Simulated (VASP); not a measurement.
Wanted: the native input for a VASP 6.6.1 run.

```
Task                      : relaxation of the atoms
Functional                : PBE
Dispersion                : D3(BJ)
Potentials or basis       : VASP PAW PBE potentials, release 64 (C, N, H)
Cutoff                    : 400 eV
k mesh                    : 1 × 1 × 1
Occupations               : gaussian, width 0.01 eV
Spin                      : no spin polarisation
Atoms held fixed (from 0) : [0]
Further INCAR settings    : ALGO = Normal; EDIFF = 1e-07; ISYM = 0; IBRION = 2; EDIFFG = -0.03; NSW = 120
```

The structure of C2NH7 lies in POSCAR:

```
H7C2N
1.0
   14.4267172524      0.0000000000      0.0000000000
    0.0000000000     14.9267172524      0.0000000000
    0.0000000000      0.0000000000     15.4267172524
C N H
2 1 7
Selective dynamics
Direct
    0.5768867810      0.5327785596      0.5134486507  F F F
    0.4185510027      0.4894539512      0.4866191765  T T T
    0.5153757152      0.4709873152      0.4695634640  T T T
    0.5677908600      0.5337998263      0.5843354352  T T T
    0.6483296745      0.5148240270      0.4988448977  T T T
    0.5637554926      0.6000876877      0.4888655890  T T T
    0.5304370679      0.4072962602      0.4881165537  T T T
    0.4021501374      0.5558766363      0.4614955519  T T T
    0.3761459765      0.4403605920      0.4527102730  T T T
    0.4005772921      0.4880321278      0.5560004084  T T T
```

One way to write it, as run:

INCAR

```
PREC = Accurate ; ENCUT = 400
EDIFF = 1E-7 ; ISMEAR = 0
SIGMA = 0.01 ; LREAL = False
LASPH = True ; NELM = 100
ALGO = Normal ; ISIF = 2
LWAVE = False ; LCHARG = False
GGA = PE ; IVDW = 12
IBRION = 2 ; NSW = 120
EDIFFG = -0.03 ; ISYM = 0
```

KPOINTS

```
regular mesh
0
Gamma
  1 1 1
```

Potentials or basis: VASP PAW PBE potentials, release 64 (C, N, H).

Command:

```bash
$ cat potpaw_PBE.64/C/POTCAR potpaw_PBE.64/N/POTCAR potpaw_PBE.64/H/POTCAR > POTCAR
$ mpirun -np 1 vasp_gam > vasp.out
```

It gave:

```json
{"Energy gained by relaxing": "2.0 meV/atom", "Ionic steps": "14", "Gap between the frontier levels": "4.42 eV", "Dispersion energy per atom": "-0.014 eV"}
```

Run time: 21 min on 1 thread of Intel(R) Xeon(R) 6975P-C (Granite Rapids), with other jobs on the host, peak memory 2 GiB.
